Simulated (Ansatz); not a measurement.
# SnO2: Fermi surface or band edges

Is SnO2 a metal, and what do its states look like over the zone? Levels and slopes are computed on a dense mesh; the geometry is as given.

Computed with Ansatz 0.2.0 (DFT PBEsol, scalar-relativistic, plane waves, PAW; levels and slopes on a dense k mesh at the converged density, unless a step's input says otherwise).

### Step 1. Starting point

It takes space group Imma (No. 74, orthorhombic). The conventional cell has a = 6.498 Å, b = 6.829 Å, c = 6.828 Å, α = 90.00°, β = 90.00°, γ = 90.00°. Sn (site symmetry mm2) is surrounded by 6 O at 2.09 to 2.10 Å. Around Sn (site symmetry 2/m) lie 6 O at 2.09 Å. O (site symmetry m) has 3 Sn at 2.09 to 2.10 Å as nearest neighbours. Around O (site symmetry m) lie 3 Sn at 2.09 Å.

Structure file:

```cif
data_structure
_symmetry_space_group_name_H-M 'Imma'
_symmetry_Int_Tables_number 74
_cell_length_a 6.4978
_cell_length_b 6.8289
_cell_length_c 6.8280
_cell_angle_alpha 90.000
_cell_angle_beta 90.000
_cell_angle_gamma 90.000
_cell_volume 302.98
loop_
_atom_site_label
_atom_site_type_symbol
_atom_site_symmetry_multiplicity
_atom_site_Wyckoff_symbol
_atom_site_fract_x
_atom_site_fract_y
_atom_site_fract_z
_atom_site_occupancy
Sn1 Sn 4 e 0.00000 0.75000 0.24640 1
Sn2 Sn 4 c 0.25000 0.25000 0.25000 1
O1 O 8 i 0.25272 0.25000 0.94350 1
O2 O 8 h 0.50000 0.44351 0.25406 1
```

The structure comes from the Materials Project (structure only) and is not relaxed.

### Step 2. The run

File input.yaml:

```yaml
crystal:
  lattice:
    - [-3.248897, 3.41447, 3.414021]
    - [3.248897, -3.41447, 3.414021]
    - [3.248897, 3.41447, -3.414021]
  atoms:
    - { symbol: Sn, position: [0.996401, 0.246401, 0.75] }
    - { symbol: Sn, position: [0.003599, 0.753599, 0.25] }
    - { symbol: Sn, position: [0.5, 0.5, 0.5] }
    - { symbol: Sn, position: [0.5, 0.0, 0.0] }
    - { symbol: O, position: [0.193504, 0.196226, 0.502722] }
    - { symbol: O, position: [0.697565, 0.75406, 0.943505] }
    - { symbol: O, position: [0.193504, 0.690782, 0.997278] }
    - { symbol: O, position: [0.310555, 0.75406, 0.556495] }
    - { symbol: O, position: [0.689445, 0.24594, 0.443505] }
    - { symbol: O, position: [0.302435, 0.24594, 0.056495] }
    - { symbol: O, position: [0.806496, 0.309218, 0.002722] }
    - { symbol: O, position: [0.806496, 0.803774, 0.497278] }
basis:
  ecutwfc: 420
kpoints:
  mp_grid: { grid: [8, 8, 8] }
hamiltonian:
  xc: pbesol
  pseudopotentials: { kind: paw }
scf:
  occupations: { method: gaussian, width: 0.05 }
output:
  forces: true
  eigenvalues: true
  eigenstates:
    nscf_kmesh: { grid: [16, 16, 16] }
    top_band: c6
    de_dk: true
    localisation: true
  stress: true
checkpoint:
  write: ck
  compress: false
  write_wavefunctions: false
  write_every: 100000
```

Started as:

```bash
$ ansatz run input.yaml --threads 4 --pin off --max-ram 9216MiB --backend cpu --events-out ev --progress --plain --runs-dir out
```

What does the calculation give? Wanted: gap; valence top; conduction bottom.

As calculated:

| quantity | value |
| --- | --- |
| gap | 0.53 eV, direct |
| valence top | one maximum at Γ, principal masses 1.29, 1.29 and 1.83 mₑ |
| conduction bottom | one minimum at Γ, mass 0.15 mₑ in all directions |

**Reading.** The gap is direct, 0.53 eV at this level of theory, which underestimates gaps. Spin-orbit coupling is left out; with Sn it can split, shift or remove band edges.
